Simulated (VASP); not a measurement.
Here is a VASP 6.6.1 calculation.

Contents of INCAR:

```
SYSTEM = Mg
PREC     = Accurate       ! precision mode
ENCUT    = 600            ! plane-wave cutoff, eV
EDIFF    = 1E-7           ! SCF threshold, eV
ISMEAR   = 0              ! smearing method
SIGMA    = 0.1            ! smearing width, eV
LREAL    = .FALSE.        ! projectors in reciprocal space
LASPH    = .TRUE.         ! aspherical terms in the spheres
NELM     = 80             ! most SCF steps
ALGO     = Fast           ! electronic algorithm
ISIF     = 3              ! what is computed and relaxed
LWAVE    = .FALSE.        ! write WAVECAR
LCHARG   = .FALSE.        ! write CHGCAR
GGA      = PE             ! functional
IBRION   = 2              ! ionic algorithm
NSW      = 100            ! ionic steps
EDIFFG   = -0.01          ! ionic threshold
```

The input KPOINTS:

```
Automatic mesh
0
G
  12 12 12
  0 0 0
```

The input POSCAR:

```
Mg
1.0
    0.0000000000      3.4851185641      3.4851185641
    3.4851185641      0.0000000000      3.4851185641
    3.4851185641      3.4851185641      0.0000000000
Mg
3
Direct
    0.0000000000      0.0000000000      0.0000000000
    0.2500000000      0.2500000000      0.2500000000
    0.7500000000      0.7500000000      0.7500000000
```

Potentials or basis: VASP PAW PBE potentials, release 64 (Mg).

Run with:

```console
$ cat potpaw_PBE.64/Mg/POTCAR > POTCAR
$ mpirun -np 1 vasp_std > vasp.out
```

**Question.** What does it give for the space group after relaxing (to 0.05 Å)?

**Answer.** Fm-3m (No. 225).

**Question.** Predict the band gap on the k mesh.

**Answer.** None (metal or under the smearing width).

**Question.** Predict the relaxed volume.

**Answer.** 28.14 Å³/atom.

**Question.** What does it give for the relaxed cell?

**Answer.** a = 4.924 Å, b = 4.924 Å, c = 4.924 Å, α = 60.00°, β = 60.00°, γ = 60.00°.

The path:
| step | energy change (eV) | largest force (eV/Å) | pressure (GPa) | volume (Å³) |
| --- | --- | --- | --- | --- |
| 1 | 0.0000 | 0.0000 | -0.12 | 84.66 |
| 2 | -0.0001 | 0.0000 | -0.04 | 84.41 |
